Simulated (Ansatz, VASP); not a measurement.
# SrO in two plane-wave programs

One calculation is typed for both programs; each brings its own data sets and cutoff. How far apart do they land? The cell is taken from a series of VASP runs on this material, whose earlier steps may have relaxed, scaled or displaced it; both programs get it as it stands.

Method: plane waves, with VASP 6.6.1 beside it; band structure at LDA, band structure at LDA, spin-orbit coupling and dielectric response at LDA, in Ansatz 0.2.0.

### 1. Starting point

Symmetry: Fm-3m, No. 225, cubic system. The conventional cell has a = 5.161 Å, b = 5.161 Å, c = 5.161 Å, α = 90.00°, β = 90.00°, γ = 90.00°. Nearest to Sr lie 6 O at 2.58 Å. O has 6 Sr at 2.58 Å nearest. Farther neighbours and most contacts between anions are not listed.

### 2. Ansatz: band structure, LDA

Ansatz runs on its default PAW (the set named soft_2) files.

Levels along a path test the potential and the projectors away from the mesh points.

input.yaml reads:

```yaml
crystal:
  lattice:
    - [0.0, 2.58066, 2.58066]
    - [2.58066, 0.0, 2.58066]
    - [2.58066, 2.58066, 0.0]
  atoms:
    - { symbol: Sr, position: [0.0, 0.0, 0.0] }
    - { symbol: O, position: [0.5, 0.5, 0.5] }
hamiltonian:
  xc: lda
  pseudopotentials: { kind: paw }
kpoints:
  mp_grid: { grid: [8, 8, 8] }
  band_path:
    path:
      - [0.0, 0.0, 0.0]
      - [0.16667, 0.0, 0.16667]
      - [0.33333, 0.0, 0.33333]
      - [0.5, 0.0, 0.5]
      - [0.5, 0.08333, 0.58333]
      - [0.5, 0.19444, 0.69444]
      - [0.5, 0.25, 0.75]
      - [0.45833, 0.29167, 0.75]
      - [0.40278, 0.34722, 0.75]
      - [0.375, 0.375, 0.75]
      - [0.20833, 0.20833, 0.41667]
      - [0.08333, 0.08333, 0.16667]
      - [0.0, 0.0, 0.0]
      - [0.22222, 0.22222, 0.22222]
      - [0.38889, 0.38889, 0.38889]
      - [0.51389, 0.47222, 0.51389]
      - [0.55556, 0.38889, 0.55556]
      - [0.61111, 0.27778, 0.61111]
      - [0.61111, 0.25, 0.63889]
      - [0.56944, 0.25, 0.68056]
      - [0.51389, 0.25, 0.73611]
      - [0.5, 0.27778, 0.72222]
      - [0.5, 0.38889, 0.61111]
      - [0.5, 0.47222, 0.52778]
      - [0.48611, 0.48611, 0.52778]
      - [0.43056, 0.43056, 0.63889]
      - [0.38889, 0.38889, 0.72222]
      - [0.59722, 0.19444, 0.59722]
      - [0.55556, 0.11111, 0.55556]
      - [0.5, 0.0, 0.5]
    npoints: 1
scf:
  occupations: { method: gaussian, width: 0.03 }
  n_extra_bands: 7
output:
  forces: true
  stress: true
  eigenvalues: true
  write_density: true
  write_potential: true
  elf: true
  volumetric_format: npy
```

Command:

```
ansatz run input.yaml --threads 2 --pin off --max-ram 4608MiB --backend cpu --events-out ev --progress --plain --runs-dir out
```

Numbers of over 12 decimals in the logs are rounded to 6 here.

The program printed:

```text
scf.n_extra_bands = 7 over 8 filled bands (N_el = 16.0): the run solves 15 bands
Engine: ansatz 0.2.0, aarch64-unknown-linux-gnu
Pseudopotentials: kind: paw
Pseudopotential: Sr, paw, valence charge 10, recommended cutoff 420 eV (normal), Sr.paw.azcp
Pseudopotential: O, paw, valence charge 6, recommended cutoff 420 eV (normal), O.paw.azcp
Functional definition: SPW92
  exchange = slater_x
  correlation = pw_c
Crystal: 2 atoms, lattice volume = 34.373 Å³
Basis set: ecut = 420 eV, 645 PW (Γ)
Bands: 15, of which v1, the nominal top of the filled ones, is band 8 counted from 1 (7 counted from 0)
Symmetry: 48 space group operations
Space group: Fm-3m (ITA 225), of the structure as read, at distance tolerance 3.3e-5 Å
k-points: 29 of 512
Non-local potential: Sr, projectors of the file, l = 0: 3, l = 1: 2, l = 2: 2
Non-local potential: O, projectors of the file, l = 0: 2, l = 1: 2, l = 2: 1
PAW form: soft (Blöchl's): semilocal exchange-correlation on the pseudo side does not see the compensation charge
PAW frozen core: Sr, regenerated for the run's functional, and the local potential with it (the file was generated under x = pbe(κ = 0.804, μ = 0.219515), c = pbe(β = 0.066725))
PAW frozen core: O, regenerated for the run's functional, and the local potential with it (the file was generated under x = pbe(κ = 0.804, μ = 0.219515), c = pbe(β = 0.066725))
PAW one-centre angular grid: Sr, 110 points (default); XC on 64 Gauss nodes
PAW one-centre angular grid: O, 110 points (default); XC on 64 Gauss nodes
Initial density: superposition of atomic densities (neutral atoms: chi_scale 0, normalization atom), corrected by the library's trained network
Initial wavefunctions: pseudopotential atomic-orbital guess
Functional: x = slater, c = lda
SCF iter   1: F=—  HF=-4002.816485 eV  |F-HF|=—  |Δ(HF+E_count)|=         —  Δρ=1.62e-2  dr2=9.26e-2  ethr=1.77e-3  ⟨swp⟩=8.7  Hψ=3192  notcnv=0  defer=7
preconditioner: auto → none  [insulator: Δε(μ)=2.880 eV  Ē_g=17.871 eV  σ=0.030 eV  W_gap=1.00  n_scr=8 (ndim 8)  ℏωp=23.7 eV  f_vac=0.000  D(μ)=0.00/eV (n_scr^D=0)  ε∞_Penn≈2.8]
SCF iter   2: F=—  HF=-4002.799044 eV  |F-HF|=—  |Δ(HF+E_count)|=   1.74e-2  Δρ=5.66e-3  dr2=1.27e-2  ethr=5.79e-4  ⟨swp⟩=2.0  Hψ=753  notcnv=0  defer=41
SCF iter   3: F=—  HF=-4002.796333 eV  |F-HF|=—  |Δ(HF+E_count)|=   2.71e-3  Δρ=5.56e-4  dr2=5.41e-5  ethr=7.95e-5  ⟨swp⟩=2.1  Hψ=597  notcnv=0  defer=48
SCF iter   4: F=—  HF=-4002.796336 eV  |F-HF|=—  |Δ(HF+E_count)|=   2.66e-6  Δρ=4.96e-5  dr2=7.32e-7  ethr=3.38e-7  ⟨swp⟩=2.6  Hψ=606  notcnv=0  defer=48
iter 5 did not close the SCF: its close was put off for the readings that it lacked (scf_convergence_deferred on its scf_iter line)
SCF iter   5: F=-4002.796336 eV  HF=-4002.796336 eV  |F-HF|=1.37e-8  |Δ(HF+E_count)|=   9.48e-8  Δρ=9.54e-6  dr2=1.83e-8  ethr=4.57e-9  ⟨swp⟩=2.1  Hψ=555  notcnv=0  defer=48
SCF iter   6: F=-4002.796336 eV  HF=-4002.796336 eV  |F-HF|=1.66e-10  |Δ(HF+E_count)|=   2.08e-9  Δρ=9.61e-7  dr2=2.05e-10  ethr=1.14e-10  ⟨swp⟩=11.3  Hψ=2821  notcnv=0
SCF 1 converged in 6 iterations: F = -4002.796336 eV  dr2 = 2.05e-10
  greatest PAW one-centre occupation: 0.987 electrons in one spin orbital (limit 2), on the Sr atom at site 0 (counted from 0), in its partial waves of l = 0
NSCF: frozen V_eff on 30 k-points
SCF converged after 6 iterations
Free energy (F): -4002.796336 eV
Harris-Foulkes:  -4002.796336 eV  (|F-HF|=1.66e-10)
Internal energy: -4002.796336 eV  (E = F + TS)
E sigma→0 (E₀):  -4002.796336 eV
Fermi energy:    8.977850 eV
--- Per-component energies (eV) ---
  E_band       = -64.772036
  E_kinetic    = 420.904220
  E_local      = -872.001329  (includes V_loc(G=0)·N_el)
  E_nonlocal   = 256.068854
  E_hartree    = 233.509413
  E_xc         = -245.675536
  E_vxc        = -257.115099  (∫ρ·V_xc dr)
  E_paw        = -2743.766105  (= ΣΔE_a)
  E_vpaw       = -79.649955  (= ΣTr[D̂ρ^β])
  E_aug_tail   = 0.002453  (compensation charges beyond the density's cutoff)
  E_ewald      = -1052.229361
  E_core_change = 0.391057  (= ΣΔE_core)
  E_smearing   = -0.000000  (= −TS)
  E_closure    = 0.000000  (closes the sum)
  Σ components = -4002.796336   (vs F -4002.796336, Δ=0.00e0)
--- Forces (eV/Å), atoms counted from 1 ---
  atom   1  Sr    -0.00000000     0.00000000     0.00000000
  atom   2  O      0.00000000    -0.00000000    -0.00000000
  max |Σ_I F_I| component: 4.06e-29 eV/Å
--- Stress (GPa, compression-positive) ---
       -5.222805      -0.000000      -0.000000
       -0.000000      -5.222805      -0.000000
       -0.000000       0.000000      -5.222805
  P = ⅓ Tr σ = -5.2228 GPa (-52.228 kbar)
--- Band table (eV; the first three rows and the last of 29) ---
  k-point 0: bands = [... 4 lower, -6.4071, 7.3958, 7.3958, 7.3958, 11.1254, 13.5370, 13.5370, 13.5370, ... 3 higher]
  k-point 1: bands = [... 4 lower, -6.0528, 6.9286, 7.2033, 7.2033, 11.8324, 13.3643, 13.8405, 13.8405, ... 3 higher]
  k-point 2: bands = [... 4 lower, -5.5753, 6.0940, 6.7887, 6.7887, 13.2388, 13.3992, 14.6679, 14.6679, ... 3 higher]
  k-point 28: bands = [... 4 lower, -5.7722, 6.2772, 6.9631, 6.9631, 13.2907, 13.2907, 15.9730, 18.5386, ... 3 higher]
```

Wall time 1.5 s (2 threads of Arm Neoverse V1, shared host); peak memory 0.27 GiB; 2.2 s of CPU time.

### 3. VASP: band structure, LDA

The same cell, functional (in two slightly different forms), mesh and smearing now go to VASP, with its own data sets and cutoff.

Lines of VASP's logs that name or quote its potential files are left out, and so is its time.

INCAR reads:

```
SYSTEM = SrO
PREC = Accurate
ENCUT = 460
EDIFF = 1E-06
NELM = 100
ISMEAR = 0
SIGMA = 0.03
LREAL = .FALSE.
ALGO = Normal
GGA = CA
NBANDS = 20
LORBIT = 11
LWAVE = .FALSE.
LCHARG = .FALSE.
KPAR = 4
LASPH = .TRUE.
```

POSCAR reads:

```
SrO
1.0
    0.0000000000      2.5806600000      2.5806600000
    2.5806600000      0.0000000000      2.5806600000
    2.5806600000      2.5806600000      0.0000000000
Sr O
1 1
Direct
    0.0000000000      0.0000000000      0.0000000000
    0.5000000000      0.5000000000      0.5000000000
```

KPOINTS reads:

```
Automatic mesh
0
Gamma
8 8 8
0 0 0
```

KPOINTS_OPT reads:

```
Line mode
10
Line-mode
Reciprocal
  0.00000000   0.00000000   0.00000000 GAMMA
  0.50000000   0.00000000   0.50000000 X

  0.50000000   0.00000000   0.50000000 X
  0.50000000   0.25000000   0.75000000 W

  0.50000000   0.25000000   0.75000000 W
  0.37500000   0.37500000   0.75000000 K

  0.37500000   0.37500000   0.75000000 K
  0.00000000   0.00000000   0.00000000 GAMMA

  0.00000000   0.00000000   0.00000000 GAMMA
  0.50000000   0.50000000   0.50000000 L

  0.50000000   0.50000000   0.50000000 L
  0.62500000   0.25000000   0.62500000 U

  0.62500000   0.25000000   0.62500000 U
  0.50000000   0.25000000   0.75000000 W

  0.50000000   0.25000000   0.75000000 W
  0.50000000   0.50000000   0.50000000 L

  0.50000000   0.50000000   0.50000000 L
  0.37500000   0.37500000   0.75000000 K

  0.62500000   0.25000000   0.62500000 U
  0.50000000   0.00000000   0.50000000 X
```

The projector-augmented-wave data sets are Sr_sv and O (LDA family, release 64).

Command:

```
mpirun -np 4 vasp_std
```

The program printed:

```text
[banner, memory and clock lines left out]
running    4 mpi-ranks, on    1 nodes
 distrk:  each k-point on    1 cores,    4 groups
 distr:  one band on    1 cores,    1 groups

 POSCAR found type information on POSCAR SrO
 POSCAR found :  2 types and       2 ions
 LDA part: xc-table for (Slater(with rela. corr.)+CA(PZ))
 , standard interpolation
 POSCAR, INCAR and KPOINTS ok, starting setup
 FFT: planning ... GRIDC
 FFT: planning ... GRID_SOFT
 FFT: planning ... GRID
 WAVECAR not read
 entering main loop
       N       E                     dE             d eps       ncg     rms          rms(c)
DAV:   1     0.606435680657E+02    0.60644E+02   -0.74489E+03  1160   0.713E+02
DAV:   2    -0.129110366552E+02   -0.73555E+02   -0.68702E+02  1472   0.183E+02
DAV:   3    -0.155021547746E+02   -0.25911E+01   -0.25685E+01  1540   0.279E+01
DAV:   4    -0.155427425281E+02   -0.40588E-01   -0.40572E-01  1424   0.339E+00
DAV:   5    -0.155437690240E+02   -0.10265E-02   -0.10265E-02  1468   0.451E-01    0.168E+01
DAV:   6    -0.136003822241E+02    0.19434E+01   -0.34339E+00  1248   0.143E+01    0.201E+01
DAV:   7    -0.134162282890E+02    0.18415E+00   -0.21826E-01  1336   0.375E+00    0.112E+01
DAV:   8    -0.133667551180E+02    0.49473E-01   -0.17421E-01  1528   0.277E+00    0.975E-01
DAV:   9    -0.133676138890E+02   -0.85877E-03   -0.62498E-03  1668   0.337E-01    0.365E-01
DAV:  10    -0.133673974494E+02    0.21644E-03   -0.22735E-04  1288   0.120E-01    0.187E-01
DAV:  11    -0.133673678028E+02    0.29647E-04   -0.15766E-04  1416   0.962E-02    0.292E-02
DAV:  12    -0.133673696071E+02   -0.18043E-05   -0.90560E-06  1404   0.197E-02    0.809E-03
DAV:  13    -0.133673696642E+02   -0.57066E-07   -0.35825E-07   800   0.477E-03
   1 F= -.13367370E+02 E0= -.13367370E+02  d E =-.567923E-24
 Start KPOINTS_OPT (optional k-point list driver)
k-point batch [1-29\100]
       N       E                     dE             ncg
DAV:   1    -0.257696230443E+04   -0.17112E+05     1176
DAV:   2    -0.460695111269E+04   -0.20300E+04     1472
DAV:   3    -0.467691152897E+04   -0.69960E+02     1552
DAV:   4    -0.467810869039E+04   -0.11972E+01     1368
DAV:   5    -0.467813200277E+04   -0.23312E-01     1472
DAV:   6    -0.467813256106E+04   -0.55829E-03     1364
DAV:   7    -0.467813257506E+04   -0.14004E-04     1380
DAV:   8    -0.467813257536E+04   -0.29713E-06      872
[...]
k-point batch [88-100\100]
       N       E                     dE             ncg
DAV:   1     0.718349000703E+04   -0.86779E+04      520
DAV:   2     0.626980566411E+04   -0.91368E+03      640
DAV:   3     0.624184228113E+04   -0.27963E+02      740
DAV:   4     0.624147656726E+04   -0.36571E+00      592
DAV:   5     0.624147063593E+04   -0.59313E-02      664
DAV:   6     0.624147052221E+04   -0.11372E-03      588
DAV:   7     0.624147051973E+04   -0.24783E-05      608
DAV:   8     0.624147051968E+04   -0.49300E-07      396
```

OUTCAR, selected parts (step 3):

```text
ion  position               nearest neighbor table
   1  0.000  0.000  0.000-   2 2.58   2 2.58   2 2.58   2 2.58   2 2.58   2 2.58
   2  0.500  0.500  0.500-   1 2.58   1 2.58   1 2.58   1 2.58   1 2.58   1 2.58

  LATTYP: Found a face centered cubic cell.
 ALAT       =     5.1613200000

 Subroutine GETGRP returns: Found 48 space group operations
 (whereof 48 operations were pure point group operations)

The static configuration has the point symmetry O_h .

 Found     29 irreducible k-points:

   k-points           NKPTS =     29   k-points in BZ     NKDIM =     29   number of bands    NBANDS=     20

   dimension x,y,z NGX =    28 NGY =   28 NGZ =   28
   dimension x,y,z NGXF=    56 NGYF=   56 NGZF=   56

   ENCUT  =  460.0 eV  33.81 Ry    5.81 a.u.   6.38  6.38  6.38*2*pi/ulx,y,z

   NELECT =      16.0000    total number of electrons

 k-points in reciprocal lattice and weights: Automatic mesh
   0.00000000  0.00000000  0.00000000       0.002
   0.12500000  0.00000000  0.00000000       0.016
   0.25000000  0.00000000  0.00000000       0.016
   0.37500000  0.00000000  0.00000000       0.016
   0.50000000  0.00000000  0.00000000       0.008
   0.12500000  0.12500000  0.00000000       0.012
   0.25000000  0.12500000  0.00000000       0.047
   0.37500000  0.12500000  0.00000000       0.047
   0.50000000  0.12500000  0.00000000       0.047
[...]
-0.37500000  0.50000000  0.12500000       0.023
  -0.25000000  0.50000000  0.25000000       0.012

 average (electrostatic) potential at core
       1 -36.4403       2 -72.0123

 E-fermi :   1.4925

 k-point     1 :       0.0000    0.0000    0.0000
  band No.  band energies     occupation
    ...
      4     -12.5718      2.00000
      5     -12.5718      2.00000
      6       1.2877      2.00000
      7       1.2877      2.00000
      8       1.2877      2.00000
      9       5.0098      0.00000
     10       7.3692      0.00000
     11       7.3692      0.00000
     12       7.3692      0.00000
     13       9.5674      0.00000
    ...

 k-point     2 :       0.1250    0.0000    0.0000
  band No.  band energies     occupation
    ...
      4     -12.5843      2.00000
      5     -12.2034      2.00000
      6       0.8162      2.00000
      7       1.0898      2.00000
      8       1.0898      2.00000
      9       5.7171      0.00000
     10       7.2101      0.00000
     11       7.6762      0.00000
     12       7.6762      0.00000
     13       9.9733      0.00000
    ...

 k-point     3 :       0.2500    0.0000    0.0000
  band No.  band energies     occupation
    ...
      4     -12.6141      2.00000
      5     -11.7173      2.00000
      6      -0.0278      2.00000
      7       0.6634      2.00000
      8       0.6634      2.00000
      9       7.1073      0.00000
     10       7.2795      0.00000
     11       8.5104      0.00000
     12       8.5104      0.00000
     13      10.9878      0.00000
    ...

  Total       -1.0808298     -1.0808298     -1.0808298     -0.0000000     -0.0000000      0.0000000
  in kB      -50.3785325    -50.3785325    -50.3785325     -0.0000000     -0.0000000      0.0000000
  external PRESSURE =     -50.3785325 kB  Pullay stress =       0.0000000 kB

  energy-cutoff  :      460.00
  volume of cell :       34.37
      direct lattice vectors                 reciprocal lattice vectors
     0.000000000  2.580660000  2.580660000    -0.193748886  0.193748886  0.193748886
     2.580660000  0.000000000  2.580660000     0.193748886 -0.193748886  0.193748886
     2.580660000  2.580660000  0.000000000     0.193748886  0.193748886 -0.193748886

 POSITION                                       TOTAL-FORCE (eV/Angst)
 -----------------------------------------------------------------------------------
      0.00000      0.00000      0.00000         0.000000     -0.000000     -0.000000
      2.58066      2.58066      2.58066        -0.000000      0.000000      0.000000
 -----------------------------------------------------------------------------------
    total drift:                                0.000000      0.000000      0.000000

  FREE ENERGIE OF THE ION-ELECTRON SYSTEM (eV)
  ---------------------------------------------------
  free  energy   TOTEN  =       -13.3673696642 eV

  energy  without entropy=      -13.3673696642  energy(sigma->0) =      -13.36736966

 total charge
# of ion       s       p       d       tot
------------------------------------------
    1        2.016   5.800   0.258   8.074
    2        1.548   3.396   0.000   4.944
--------------------------------------------------
tot          3.564   9.196   0.258  13.018

[... 3 further parts left out ...]
```

The run ends at a pressure of -5.04 GPa.

### 4. Side by side

Known differences besides the potentials themselves: the two LDA forms differ slightly; the cutoff is 420 eV in Ansatz and 460 eV in VASP; VASP's log shows a relativistic correction to its local exchange, Ansatz's none. Total energies have different zeros and are not compared.

Compared:

| quantity | Ansatz | VASP | difference |
| --- | --- | --- | --- |
| pressure (GPa) | -5.22 | -5.04 | -0.18 |
| pressure without Ansatz's Pulay correction (GPa) | -5.72 | -5.04 | -0.69 |
| gap over the path points (eV) | 3.164 | 3.109 | +0.055 |

Levels at points of the path, from each program's valence-band top (eV; 3 filled, then empty):

| k (reciprocal lattice) | Ansatz | VASP |
| --- | --- | --- |
| 0.000 0.000 0.000 | 0.00 0.00 0.00 3.73 6.14 6.14 | 0.00 0.00 0.00 3.72 6.08 6.08 |
| 0.167 0.000 0.167 | -1.07 -0.10 -0.10 4.91 5.04 7.26 | -1.09 -0.11 -0.11 4.90 5.00 7.21 |
| 0.333 0.000 0.333 | -1.11 -0.13 -0.13 3.67 6.62 9.61 | -1.14 -0.14 -0.14 3.62 6.61 9.55 |
| 0.500 0.000 0.500 | -0.43 -0.08 -0.08 3.16 7.71 10.02 | -0.45 -0.09 -0.09 3.11 7.67 10.08 |
| 0.500 0.083 0.583 | -0.44 -0.36 -0.17 3.54 7.97 8.97 | -0.46 -0.38 -0.19 3.50 7.93 8.97 |
| 0.500 0.194 0.694 | -1.01 -0.45 -0.38 4.96 6.91 8.50 | -1.02 -0.47 -0.40 4.92 6.89 8.45 |
| 0.500 0.250 0.750 | -1.12 -0.43 -0.43 5.89 5.89 8.58 | -1.14 -0.45 -0.45 5.87 5.87 8.53 |
| 0.458 0.292 0.750 | -1.08 -0.45 -0.45 5.24 6.66 8.59 | -1.10 -0.48 -0.47 5.21 6.64 8.54 |
| 0.403 0.347 0.750 | -0.98 -0.54 -0.47 4.74 7.58 8.66 | -1.00 -0.56 -0.49 4.70 7.56 8.61 |
| 0.375 0.375 0.750 | -0.96 -0.56 -0.47 4.67 7.75 8.67 | -0.98 -0.58 -0.49 4.63 7.74 8.63 |

Among the levels compared at these points, filled levels agree within 30 meV and empty ones within 63 meV. Ansatz's pressure holds a Pulay correction of 0.50 GPa; VASP's holds none.

### 5. Ansatz: band structure, LDA, spin-orbit coupling

The same path points are solved in both programs, so levels can be compared one by one.

The cell is taken from a series of VASP runs on this material, whose earlier steps may have relaxed, scaled or displaced it; both programs get it as it stands.

input.yaml, as its differences from that of step 2:

```diff
@@ -10,3 +10,6 @@
   xc: lda
-  pseudopotentials: { kind: paw }
+  pseudopotentials: { kind: paw_fr }
+magnetization:
+  noncollinear: true
+  spin_orbit: true
 kpoints:
@@ -48,3 +51,3 @@
   occupations: { method: gaussian, width: 0.03 }
-  n_extra_bands: 7
+  n_extra_bands: 14
 output:
```

Command:

```
ansatz run input.yaml --threads 2 --pin off --max-ram 4608MiB --backend cpu --events-out ev --progress --plain --runs-dir out
```

The program printed:

```text
[...]
non-collinear run that drives no moment, with spin-orbit: no starting moment large enough to seed its density (crystal.atoms[].spin), no starting occupations that ask for one, no magnetisation constraint and no magnetic field, so the semilocal B_xc is pinned to zero
Crystal: 2 atoms, lattice volume = 34.373 Å³
Basis set: ecut = 420 eV, 645 PW (Γ)
[...]
k-point 1: bands = [... 12 lower, 7.1870, 7.1870, 7.2216, 7.2216, 11.8334, 11.8334, 13.3645, 13.3645, ... 10 higher]
  k-point 2: bands = [... 12 lower, 6.7759, 6.7759, 6.8016, 6.8016, 13.2394, 13.2394, 13.3987, 13.3987, ... 10 higher]
  k-point 28: bands = [... 12 lower, 6.9201, 6.9201, 7.0060, 7.0060, 13.2909, 13.2909, 13.2914, 13.2914, ... 10 higher]
[key lines of the parts left out:]
SCF converged after 8 iterations
Magnetization: |M| = 0.0000 μB,  M = (+0.0000, +0.0000, +0.0000) μB
Free energy (F): -4003.387491 eV
Fermi energy:    8.988581 eV
P = ⅓ Tr σ = -5.2253 GPa (-52.253 kbar)
```

It took 5.2 s on 2 threads; peak memory 0.37 GiB.

(Part 1 of 2 ends here.)

[Lines on the potential files, build, host, timing and source positions are cut from VASP's logs without a mark.]

[Logs are printed without paths, hosts, clocks, repeated set-up lines and the standing remarks that a program may print on its own settings, such as how far it seeks lower states.]

[Hosts, paths, dates, database ids (printed as entryN), source tags and the programs' standing remarks are cut or masked in the printed files.]
